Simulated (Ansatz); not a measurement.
The elements of this relaxed trial crystal are hidden behind letters.

```
lattice vectors (Å)
   2.8701    0.0000    0.0000
  -1.4351    2.4856    0.0000
   0.0000    0.0000   14.0003
fractional positions
X 0.6667 0.3333 0.3396
Z 0.0000 0.0000 0.0072
Z 0.3333 0.6667 0.1761
Z 0.3333 0.6667 0.5022
Z 0.6667 0.3333 0.6685
Z 0.3333 0.6667 0.8386
```

Theory: DFT PBE, scalar-relativistic, plane waves, PAW (Ansatz 0.2.0). Plane waves to 420 eV, an 18×18×4 mesh through Γ for the 6-atom cell and 0.10 eV Gaussian smearing; no spin polarisation.

- Space group: P3m1 (No. 156)
- Conventional cell: a = 2.870 Å, c = 14.000 Å
- Volume per atom: 16.65 Å³
- Density: 3.04 g/cm³
- Formation energy: −0.06 eV/atom
- Gap on the 18×18×4 mesh of the 6-atom cell: 0 eV (a metal)

Energies are uncorrected and count from the elements' standard states at the same level.

Task: X is a d-block element of period 4 and Z is a p-block element of period 3. Which elements are they?

Result: X = Ti, Z = Al, so the formula is TiAl5. Density times volume gives a mean mass of 3.04 × 16.65/1.6605 = 30.5 u per atom, and this set has 30.5 u. Among the elements that the hints allow, noble gases aside, only these give it. Around Ti lie 6 Al at 2.82–2.83 Å and 6 Ti at 2.87 Å; around Al on its first site lie 12 Al at 2.87–2.89 Å; Al on its second site has 3 Ti at 2.83 Å and 9 Al at 2.87–2.89 Å; 3 more sites not described.

A structure relaxed within its symmetry needn't be a true minimum.
